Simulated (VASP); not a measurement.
Write the native input for VASP 6.6.1 that does the following.

```
Task                   : relaxation of cell and atoms
Functional             : PBE
Potentials or basis    : VASP PAW PBE potentials, release 64 (V_sv, O)
Cutoff                 : 600 eV
k mesh                 : 6 × 6 × 10
Occupations            : gaussian, width 0.03 eV
Spin                   : collinear spin, ferromagnetic start
Starting moments       : [1.0, 1.0, 0.0, 0.0, 0.0, 0.0] μB
Hubbard terms          : V d U = 3.25 eV
Further INCAR settings : ALGO = Normal; EDIFF = 1e-07; AMIX = 0.2; BMIX = 0.0001; IBRION = 2; EDIFFG = -0.005; NSW = 90; ISIF = 3
```

The structure of VO2 lies in POSCAR:

```
VO2                                     
1.0
    4.6241822535     -0.0000000000      0.0000000000
    0.0000000000      4.6241822535      0.0000000000
    0.0000000000      0.0000000000      2.9471765706
  V               O             
     2     4
Direct
     0.0000000000000000    0.0000000000000000    0.0000000000000000
     0.5000000000000000    0.5000000000000000    0.5000000000000000
     0.3095967732655199    0.3095967732655199    0.0000000000000000
     0.1904032267344801    0.8095967732655199    0.5000000000000000
     0.6904032267344801    0.6904032267344801    0.0000000000000000
     0.8095967732655199    0.1904032267344801    0.5000000000000000
```

The input as run:

INCAR

```
PREC = Accurate
ENCUT = 600
EDIFF = 1E-7
ISMEAR = 0
SIGMA = 0.03
LREAL = F
LASPH = T
NELM = 150
ALGO = Normal
ISIF = 3
LWAVE = F
LCHARG = F
ISPIN = 2
MAGMOM = 1 1 0 0 0 0
LORBIT = 11
LMAXMIX = 4
LDAU = T
LDAUTYPE = 2
LDAUL = 2 -1
LDAUU = 3.25 0
LDAUJ = 0 0
LDAUPRINT = 1
GGA = PE
IBRION = 2
NSW = 90
EDIFFG = -0.005
AMIX = 0.2
BMIX = 1E-4
AMIX_MAG = 0.8
BMIX_MAG = 1E-4
KPAR = 2
```

KPOINTS

```
regular mesh
0
Gamma
  6 6 10
```

Potentials or basis: VASP PAW PBE potentials, release 64 (V_sv, O).

Run with:

```sh
$ cat potpaw_PBE.64/V_sv/POTCAR potpaw_PBE.64/O/POTCAR > POTCAR
$ mpirun -np 2 vasp_std > vasp.out
```

It gave:

The relaxed volume is 10.28 Å³/atom and the relaxed cell is a = 4.507 Å, b = 4.507 Å, c = 3.035 Å, α = 90.00°, β = 90.00°, γ = 90.00°. The space group after relaxing (to 0.05 Å) is P4_2/mnm (No. 136). The energy gained by relaxing is 38.1 meV/atom and the ionic steps are 9. The pressure after relaxing is 0.0 GPa, the largest force after relaxing is 0.004 eV/Å and the band gap on the k mesh is 0.95 eV, indirect (least direct gap 1.19 eV). The net moment is 2.00 μB per cell, the site moments are V +1.07; O -0.05 μB and the valence electrons inside the program's atomic spheres are V 11.32; O 5.05.

Run time: 13 min on 2 MPI ranks on Intel(R) Xeon(R) Platinum 8488C (Sapphire Rapids), on a shared host, peak memory 0.36 GiB a rank.
